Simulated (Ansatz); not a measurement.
**SiC (Moissanite 6H) under changes of volume**

One of the cells (10.487 Å³/atom); the others are scaled copies at fixed shape and fractional positions:

```
Si C
1.0
     3.09500    0.00000    0.00000
    -1.54750    2.68035    0.00000
     0.00000    0.00000   15.17000
Si C
6 6
Direct
  0.66667 0.33333 0.45830
  0.33333 0.66667 0.95830
  0.66667 0.33333 0.79170
  0.33333 0.66667 0.29170
  0.00000 0.00000 0.62500
  0.00000 0.00000 0.12500
  0.66667 0.33333 0.33330
  0.33333 0.66667 0.83330
  0.66667 0.33333 0.66670
  0.33333 0.66667 0.16670
  0.00000 0.00000 0.50000
  0.00000 0.00000 0.00000
```

| Item | Value |
| --- | --- |
| Program | Ansatz 0.2.0 |
| Functional | exchange-only PBE |
| Potentials or basis | Ansatz PAW |
| Cutoff | 420 eV (not typed: the program's choice for these potentials) |
| k mesh | 10 × 10 × 2 |
| Occupations | fermi-dirac, width 0.05 eV |
| Spin | no spin polarisation |

```tsv
volume (Å³/atom)	energy over the lowest point (meV/atom)	pressure (GPa)	largest force (eV/Å)
9.858	135.19	32.6	0.151
10.068	96.37	26.8	0.147
10.277	64.89	21.4	0.143
10.487	?	?	?
10.697	21.35	12.1	0.137
10.907	8.15	8.1	0.134
11.116	0.00	4.4	0.131
```

Q: What does the run at 10.487 Å³/atom give?

A: Energy over the lowest point 40.07 meV/atom; pressure 16.6 GPa; largest force 0.140 eV/Å.

Worked out: A Birch-Murnaghan fit of order 3 (a polynomial in V^(-2/3)) to the other rows has its minimum at 11.40 Å³/atom, just outside them, with B0 = V·E''(V) = 168 GPa and B' = 4.0 at fixed shape and positions, which overstates the stiffness. It gives 40.09 meV/atom at 10.487 Å³/atom, against the run's 40.07, and -dE/dV = 16.6 GPa, against 16.6.

Energies are extrapolated to zero smearing.

Caveats: the PAW data sets come from PBE, with cores solved anew for the run's functional, which leaves a small shift of forces and pressure.
